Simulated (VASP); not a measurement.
# CdTe (F-43m) in VASP: QSGW quasiparticle levels with PBE

Aim: the QSGW quasiparticle levels of CdTe with PBE.

Program: VASP 6.6.1. These are calculated values, not measurements. Logs are shortened: lines on timing, memory, paths and dates and some standing lists are left out, and cuts for length are marked.

## Step 1: Starting point

Symmetry: F-43m, No. 216, cubic system. The conventional cell has a = 6.410 Å, b = 6.410 Å, c = 6.410 Å, α = 90.00°, β = 90.00°, γ = 90.00°. Te (site symmetry -43m) is surrounded by 4 Cd at 2.78 Å. Cd (site symmetry -43m) has 4 Te at 2.78 Å as nearest neighbours.

## Step 2: QSGW quasiparticle levels, PBE

Contents of POSCAR:

```
CdTe
1.0
    0.0000000000      3.2050000000      3.2050000000
    3.2050000000      0.0000000000      3.2050000000
    3.2050000000      3.2050000000      0.0000000000
Te Cd
1 1
Direct
    0.7500000000      0.7500000000      0.7500000000
    0.0000000000      0.0000000000      0.0000000000
```

Contents of INCAR.step1:

```
PREC     = Accurate       # precision mode
ENCUT    = 500            # plane-wave cutoff, eV
EDIFF    = 1E-8           # SCF threshold, eV
ISMEAR   = 0              # smearing method
SIGMA    = 0.01           # smearing width, eV
LREAL    = False          # projectors in reciprocal space
LASPH    = True           # aspherical terms in the spheres
NELM     = 100            # most SCF steps
ALGO     = Normal         # electronic algorithm
LWAVE    = True           # write WAVECAR
LCHARG   = False          # write CHGCAR
GGA      = PE             # functional
```

Contents of INCAR.step2:

```
PREC     = Accurate       # precision mode
ENCUT    = 500            # plane-wave cutoff, eV
EDIFF    = 1E-8           # SCF threshold, eV
ISMEAR   = 0              # smearing method
SIGMA    = 0.01           # smearing width, eV
LREAL    = False          # projectors in reciprocal space
LASPH    = True           # aspherical terms in the spheres
NELM     = 1              # most SCF steps
ALGO     = Exact          # electronic algorithm
LWAVE    = True           # write WAVECAR
LCHARG   = False          # write CHGCAR
GGA      = PE             # functional
NBANDS   = 300            # bands
LOPTICS  = True           # frequency-dependent dielectric function
ISTART   = 1
```

Contents of INCAR.step3:

```
PREC     = Accurate       # precision mode
ENCUT    = 500            # plane-wave cutoff, eV
EDIFF    = 1E-8           # SCF threshold, eV
ISMEAR   = 0              # smearing method
SIGMA    = 0.01           # smearing width, eV
LREAL    = False          # projectors in reciprocal space
LASPH    = True           # aspherical terms in the spheres
ALGO     = QPGW           # electronic algorithm
LWAVE    = False          # write WAVECAR
LCHARG   = False          # write CHGCAR
GGA      = PE             # functional
NELMGW   = 4            
NBANDS   = 300            # bands
ENCUTGW  = 120            # cutoff of the response function
NOMEGA   = 48             # frequency points
PRECFOCK = Fast         
ISTART   = 1            
NBANDSGW = 21
```

Contents of KPOINTS:

```
regular mesh
0
Gamma
  4 4 4
```

Potentials or basis: VASP PAW PBE potentials, release 64 (Te_GW, Cd_GW).

Launch:

```bash
cat potpaw_PBE.64/Te_GW/POTCAR potpaw_PBE.64/Cd_GW/POTCAR > POTCAR
cp INCAR.step1 INCAR
mpirun -np 1 vasp_std > vasp.out
cp INCAR.step2 INCAR
mpirun -np 1 vasp_std > vasp.out
cp INCAR.step3 INCAR
mpirun -np 1 vasp_std > vasp.out
```

OUTCAR:

```text
PREC = Accurate
   ENCUT = 500
   EDIFF = 1E-8
   ISMEAR = 0
   LREAL = False
   LASPH = True
   GGA = PE
   NELMGW = 4
   ENCUTGW = 120
   PRECFOCK = Fast
   ISTART = 1

 ion  position               nearest neighbor table
   1  0.750  0.750  0.750-   2 2.78   2 2.78   2 2.78   2 2.78
   2  0.000  0.000  0.000-   1 2.78   1 2.78   1 2.78   1 2.78

  LATTYP: Found a face centered cubic cell.
 ALAT       =     6.4100000000

  Lattice vectors:

 A1 = (   0.0000000000,   3.2050000000,   3.2050000000)
 A2 = (   3.2050000000,   0.0000000000,   3.2050000000)
 A3 = (   3.2050000000,   3.2050000000,   0.0000000000)

Analysis of symmetry for initial positions (statically):
=====================================================================
 Subroutine PRICEL returns:
 Original cell was already a primitive cell.

 Routine SETGRP: Setting up the symmetry group for a
 face centered cubic supercell.

 Subroutine GETGRP returns: Found 24 space group operations
 (whereof 24 operations were pure point group operations)
 out of a pool of 48 trial point group operations.

The static configuration has the point symmetry T_d .

Analysis of symmetry for dynamics (positions and initial velocities):
=====================================================================
 Subroutine PRICEL returns:
 Original cell was already a primitive cell.

 Routine SETGRP: Setting up the symmetry group for a
 face centered cubic supercell.

 Subroutine GETGRP returns: Found 24 space group operations
 (whereof 24 operations were pure point group operations)
 out of a pool of 48 trial point group operations.

The dynamic configuration has the point symmetry T_d .

 Subroutine INISYM returns: Found 24 space group operations
 (whereof 24 operations are pure point group operations),
 and found     1 'primitive' translations

----------------------------------------------------------------------------------------

                                     Primitive cell

  volume of cell :      65.8437

  direct lattice vectors                    reciprocal lattice vectors
     0.000000000  3.205000000  3.205000000    -0.156006240  0.156006240  0.156006240
     3.205000000  0.000000000  3.205000000     0.156006240 -0.156006240  0.156006240
     3.205000000  3.205000000  0.000000000     0.156006240  0.156006240 -0.156006240

  length of vectors
     4.532554467  4.532554467  4.532554467     0.270210734  0.270210734  0.270210734

[... 34 lines left out ...]

 Following reciprocal coordinates:
            Coordinates               Weight
  0.000000  0.000000  0.000000      1.000000
  0.250000  0.000000  0.000000      8.000000
  0.500000  0.000000  0.000000      4.000000
  0.250000  0.250000  0.000000      6.000000
  0.500000  0.250000  0.000000     24.000000
 -0.250000  0.250000  0.000000     12.000000
  0.500000  0.500000  0.000000      3.000000
 -0.250000  0.500000  0.250000      6.000000
   k-points           NKPTS =      8   k-points in BZ     NKDIM =     64   number of bands    NBANDS=    300
   number of dos      NEDOS =    301   number of ions     NIONS =      2
   total plane-waves  NPLWV =  46656
   dimension x,y,z NGX =    36 NGY =   36 NGZ =   36
   dimension x,y,z NGXF=    72 NGYF=   72 NGZF=   72
   ions per type =               1   1
   NGX,Y,Z   is equivalent  to a cutoff of  13.20, 13.20, 13.20 a.u.
   NGXF,Y,Z  is equivalent  to a cutoff of  26.41, 26.41, 26.41 a.u.
 SYSTEM =  unknown system
   PREC   = accura    normal or accurate (medium, high low for compatibility)
   ISTART =      1    job   : 0-new  1-cont  2-samecut
   ICHARG =      0    charge: 1-file 2-atom 10-const
   ISPIN  =      1    spin polarized calculation?
   LNONCOLLINEAR =      F non collinear calculations
   LSORBIT =      F    spin-orbit coupling
   LASPH  =      T    aspherical Exc in radial PAW
   ENCUT  =  500.0 eV  36.75 Ry    6.06 a.u.   8.26  8.26  8.26*2*pi/ulx,y,z
   NELM   =     60;   NELMIN=  2; NELMDL=  0     # of ELM steps
   EDIFF  = 0.1E-07   stopping-criterion for ELM
   LREAL  =      F    real-space projection
   EDIFFG = 0.1E-06   stopping-criterion for IOM
   NSW    =      0    number of steps for IOM
   IBRION =     -1    ionic relax: 0-MD 1-quasi-New 2-CG
   NFREE  =      0    steps in history (QN), initial steepest desc. (CG)
   ISIF   =      0    stress and relaxation
   ISYM   =      3    0-nonsym 1-usesym 2-fastsym
   POTIM  = 0.5000    time-step for ionic-motion
   TEBEG  =    0.0;   TEEND  =   0.0 temperature during run
   PSTRESS=    0.0 pullay stress
   NELECT =      18.0000    total number of electrons
   NUPDOWN=      -1.0000    fix difference up-down
   EMIN   =  10.00;   EMAX   =-10.00  energy-range for DOS
   EFERMI =   0.00;   METHOD = LEGACY
   ISMEAR =     0;   SIGMA  =   0.01  broadening in eV -4-tet -1-fermi 0-gaus
   EFERMI_NEDOS =   21; number of points for ismear=-14 and -15
   IALGO  =     38    algorithm
   IMIX   =      4    mixing-type and parameters
     AMIX     =   0.40;   BMIX     =  1.00
     AMIX_MAG =   1.60;   BMIX_MAG =  1.00
  volume/ion in A,a.u.               =      32.92       222.17
  Fermi-wavevector in a.u.,A,eV,Ry     =   1.062497  2.007828 15.359610  1.128899
  Thomas-Fermi vector in A             =   2.197950
   LORBIT       =      0    0 simple, 1 ext, 2 COOP (PROOUT), +10 PAW based schemes
   GGA     = PE    functional components
   LHFCALC =     T    Hartree Fock is set to
   PRECFOCK=fast      Normal, Fast or Accurate (Low or Medium for compatibility)
   ENCUT4O =  -1.0   cutoff for four orbital integrals eV
   NKREDX  =     1    reduce k-point grid by
   NKREDY  =     1    reduce k-point grid by
   NKREDZ  =     1    reduce k-point grid by
   AEXX    =    1.0000 exact exchange contribution
   HFSCREEN=    0.0000 screening length (either q_TF or 0.3 A-1)
   HFSCREENC=   0.0000 screening length for correlation (either q_TF or 0.3 A-1)
   ENCUTFOCK=  -1.0 apply spherical cutoff to Coloumb kernel
   IVDW    =     0    specifies the selected vdW correction
   LEPSILON=     F    determine dielectric tensor
   LRPA    =     F    only Hartree local field effects (RPA)
   LRPAFORCE           =     F    calculate RPA forces
   ENCUTGW             = 120.0    cutoff for response function in eV
   ENCUTGWSOFT         =  96.0    soft cutoff for Coulomb kernel in GW response function in eV
   ENCUTLF             =  -1.0    cutoff for local field effects
   NELMGW              =     4    number of iterations in solving QP/BSE equation
   NELMHF              =     1    number of iterations in the inner HF iteration
   NKREDLFX            =     1    NKREDLFY  =   1   NKREDLFZ  =   1
 non-spin polarized calculation
 Gauss-broadening in eV      SIGMA  =   0.01
  energy-cutoff  :      500.00
  volume of cell :       65.84
 maximum number of plane-waves:      1700
 NGX is ok and might be reduce to    36
  NGX = 18; NGY = 18; NGZ = 18
   NGX = 17   NGY = 17   NGZ = 17
 maximum number of plane-waves:       210
 NGX is ok and might be reduce to    18

 QP shifts <psi_nk| G(iteration)W_0 |psi_nk>: iteration 1
 for sc-GW calculations column KS-energies equals QP-energies in previous step
 and V_xc(KS)=  KS-energies - (<T + V_ion + V_H > + <T+V_H+V_ion>^1  + <V_x>^1)

 k-point   1 :       0.0000    0.0000    0.0000
  band No.  KS-energies  QP-energies   sigma(KS)   V_xc(KS)     V^pw_x(r,r')   Z            occupation Imag(sigma)

      1      -7.6800      -8.1129     -11.6209     -10.9317     -17.3192       0.6281       2.0000       0.7914
      2      -4.7574      -6.4402     -17.6890     -15.2305     -22.9465       0.6845       2.0000       0.1934
      3      -4.7574      -6.4402     -17.6890     -15.2305     -22.9465       0.6845       2.0000       0.1934
      4      -4.7574      -6.4402     -17.6890     -15.2305     -22.9465       0.6845       2.0000       0.1934
      5      -4.4741      -6.2310     -18.0375     -15.4979     -23.2127       0.6918       2.0000       0.1462
      6      -4.4741      -6.2310     -18.0375     -15.4979     -23.2127       0.6918       2.0000       0.1462
[... 1008 lines left out ...]
     20      19.1064      19.1332      19.1332      19.1415       0.7621       0.0000
     21      19.1746      19.2010      19.2008      19.2087       0.7684       0.0000
```

OUTCAR.step1:

```text
PREC = Accurate
   ENCUT = 500
   EDIFF = 1E-8
   ISMEAR = 0
   LREAL = False
[... 332 lines left out ...]
      4.80750      4.80750      4.80750        -0.000000     -0.000000     -0.000000
      0.00000      0.00000      0.00000         0.000000      0.000000      0.000000
 -----------------------------------------------------------------------------------
    total drift:                               -0.000000     -0.000000     -0.000000

  FREE ENERGIE OF THE ION-ELECTRON SYSTEM (eV)
  ---------------------------------------------------
  free  energy   TOTEN  =        -4.6921606044 eV

  energy  without entropy=       -4.6921606044  energy(sigma->0) =       -4.69216060
```

OUTCAR.step2:

```text
PREC = Accurate
   ENCUT = 500
   EDIFF = 1E-8
   ISMEAR = 0
   LREAL = False
[... 730 lines left out ...]
     0.00000    22.28291    22.28291    22.28291    -0.00000    -0.00000     0.00000
     1.89625    14.63104    14.63104    14.63104    -0.00000    -0.00000     0.00000
     3.79250    17.88843    17.88843    17.88843    -0.00000    -0.00000     0.00000
     5.68874    -1.51556    -1.51556    -1.51556     0.00000     0.00000    -0.00000
     7.58499    -1.66719    -1.66719    -1.66719     0.00000     0.00000     0.00000
     9.48124    -2.11776    -2.11776    -2.11776     0.00000     0.00000    -0.00000
[... 92 lines left out ...]
   185.83229     0.98449     0.98449     0.98449     0.00000     0.00000    -0.00000
   187.72854     0.98483     0.98483     0.98483     0.00000     0.00000    -0.00000
```

Run time: 47 min. Hardware: 1 thread of Intel Xeon 6975P-C (Granite Rapids), shared host; peak memory 1.9 GiB.

Results:

```yaml
Band_gap_on_the_k_mesh_mean-field_level: 0.86 eV, direct
Quasiparticle_gap: 1.97 eV
Least_direct_quasiparticle_gap: 1.97 eV
```

Quasiparticle gap after each update of the energies (eV): 1.60, 1.82, 1.92, 1.97

Caveat: the k mesh is coarse (spacing up to 0.42 Å⁻¹), so the values aren't converged; bands, screening cutoff and mesh are small and nothing is extrapolated, so the quasiparticle values aren't converged; spin-orbit coupling is left out, which moves the levels of the heavy elements.
